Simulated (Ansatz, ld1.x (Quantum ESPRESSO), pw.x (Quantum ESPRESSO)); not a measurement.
**From atom to crystal: RRKJ potential for B**

* Element: boron (B)
* Generator: ld1.x (Quantum ESPRESSO) 7.5
* Type: norm-conserving RRKJ (Kleinman–Bylander form)
* Functional: PBE
* Relativity: scalar-relativistic
* Frozen core: [He]
* Valence charge: 3
* Reference configuration: 2s2 2p1
* Partial waves: 2s (bound): rc 1.20 bohr; 2p (bound): rc 1.90 bohr; 3d channel at 0.1 Ry: rc 1.90 bohr
* Local potential: the d channel
* Core correction: a·sin(br)/r model core inside 1.20 bohr
* rho0: 0.02

Atomic tests: cutoffs needed: 25 Ry and 60 Ry (the cutoffs (Ry, on a coarse ladder) from which the occupation-weighted sum of valence levels, in a spherical-Bessel basis at the reference potential, stays within 10 and 1 mRy of its value at 400 Ry); ghost test: no extra level below or beside the all-electron valence levels (s, p, d, f tested) (spherical-Bessel basis up to 400 Ry, 20 bohr box); largest excitation error: +104 meV (all-electron minus pseudo) for 2s1 2p0, out of 7 test configurations.

Crystal test: fcc B in pw.x 7.5, no spin, 18³ k-points, Fermi–Dirac smearing 0.01 Ry, cutoffs 75/300 Ry. The reference is all-electron LAPW (Ansatz 0.2.0) with the same functional, mesh and smearing; V0 and B0 come from Birch–Murnaghan fits to the pressures at five volumes. Errors are pseudo minus all-electron; Δ is the rms difference of the E(V) curves that follow from these fits, minima aligned, over ±6 % about the mean V0. Mesh and smearing are coarse, so the numbers serve the comparison and aren't converged zero-temperature values; the lattice is a test structure that the element need not adopt.

| V (Å³/atom) | P all-electron (GPa) | P pseudo (GPa) |
| --- | --- | --- |
| 5.603 | 14.83 | 11.13 |
| 5.751 | 6.76 | 3.43 |
| 5.898 | -0.40 | -3.40 |
| 6.045 | -6.74 | -9.45 |
| 6.193 | -12.37 | -14.81 |

All-electron: a0 = 2.867 Å (V0 = 5.89 Å³/atom), B0 = 270.8 GPa.

Pseudopotential: mean pressure error (GPa): -3.04; a0 (Å): 2.856; a0 error (%): -0.38; B0 error (%): -0.4; Δ (meV/atom): 4.0.

At the middle volume, how do free energy and pressure move when the wave cutoff is lowered (ecutrho kept at four times it)?

```json
{"cutoff (Ry)": "34", "shift of F (meV/atom)": "+9.5", "shift of P (GPa)": "-0.11"}
{"cutoff (Ry)": "45", "shift of F (meV/atom)": "+8.0", "shift of P (GPa)": "+0.12"}
{"cutoff (Ry)": "60", "shift of F (meV/atom)": "+3.6", "shift of P (GPa)": "-0.11"}
```

Input at the middle volume:

```
&control
  calculation='scf', prefix='x', pseudo_dir='./', outdir='./tmp', tstress=.true., disk_io='none'
/
&system
  ibrav=0, nat=1, ntyp=1, ecutwfc=75, ecutrho=300, nbnd=8,
  occupations='smearing', smearing='fd', degauss=0.01
/
&electrons
  conv_thr=1e-09, mixing_beta=0.4, electron_maxstep=70
/
ATOMIC_SPECIES
B 1.0 B.UPF
CELL_PARAMETERS angstrom
  0.00000000 1.43403007 1.43403007
  1.43403007 0.00000000 1.43403007
  1.43403007 1.43403007 0.00000000
ATOMIC_POSITIONS crystal
B 0.0000 0.0000 0.0000
K_POINTS automatic
18 18 18 0 0 0
```

```bash
pw.x < B.scf.in > B.scf.out
```

Lines of the output:

```
Message from routine setup:
     using ibrav=0 with symmetry is DISCOURAGED, use correct ibrav instead
     lattice parameter (alat)  =       3.8324  a.u.
     unit-cell volume          =      39.8017 (a.u.)^3
     number of electrons       =         3.00
     number of Kohn-Sham states=            8
     kinetic-energy cutoff     =      75.0000  Ry
     charge density cutoff     =     300.0000  Ry
     scf convergence threshold =      1.0E-09
     Exchange-correlation= PBE
     number of k points=   195  Fermi-Dirac smearing, width (Ry)=  0.0100
     iteration #  1     ecut=    75.00 Ry     beta= 0.40
     total energy              =      -5.59685876 Ry
     estimated scf accuracy    <       0.00126857 Ry
     iteration #  2     ecut=    75.00 Ry     beta= 0.40
     total energy              =      -5.59713347 Ry
     estimated scf accuracy    <       0.00045418 Ry
     iteration #  3     ecut=    75.00 Ry     beta= 0.40
     total energy              =      -5.59714154 Ry
     estimated scf accuracy    <       0.00000005 Ry
     iteration #  4     ecut=    75.00 Ry     beta= 0.40
     total energy              =      -5.59714159 Ry
     estimated scf accuracy    <       0.00000001 Ry
     iteration #  5     ecut=    75.00 Ry     beta= 0.40
     the Fermi energy is    14.4132 ev
!    total energy              =      -5.59714159 Ry
     estimated scf accuracy    <          1.3E-10 Ry
     smearing contrib. (-TS)   =      -0.00098964 Ry
     The total energy is F=E-TS. E is the sum of the following terms:
     one-electron contribution =       4.23627927 Ry
     hartree contribution      =       0.01896859 Ry
     xc contribution           =      -2.23794692 Ry
     ewald contribution        =      -7.61345288 Ry
     convergence has been achieved in   5 iterations
          total   stress  (Ry/bohr**3)                   (kbar)     P=      -33.96
     Message from routine punch:
     Nothing written, as per user request (disk_io='none')
```

The run at the middle volume (195 k-points, 5 iterations) took about 5.5 s on one core of a shared host (Neoverse-V2, 96 threads, 742 GiB, load 36).
